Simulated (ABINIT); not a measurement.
KF (Carobbiite):

```
CELL_PARAMETERS angstrom
0.00000 2.67185 2.67185
2.67185 0.00000 2.67185
2.67185 2.67185 0.00000
ATOMIC_POSITIONS crystal
K 0.00000 0.00000 0.00000
F 0.50000 0.50000 0.50000
```

Base run:

| Property | Result |
| --- | --- |
| Program | ABINIT 10.8.3 (patched build) |
| Functional | PBE |
| Potentials or basis | PseudoDojo NC SR PBE v0.4.1 standard |
| Cutoff | 952 eV |
| k mesh | 6 × 6 × 6 |
| Occupations | fixed |
| Spin | no spin polarisation |

Its results: band gap on the k mesh 6.20 eV, direct.

Task: The run is repeated on the same cell with these changes: functional from PBE to HSE06. What comes out?

Result: Band gap on the k mesh 8.18 eV, direct.

HSE06 gives the wider gap, since exact exchange removes part of the self-interaction.

Caveats: Libxc's HSE differs a little from that of other programs (some runs).

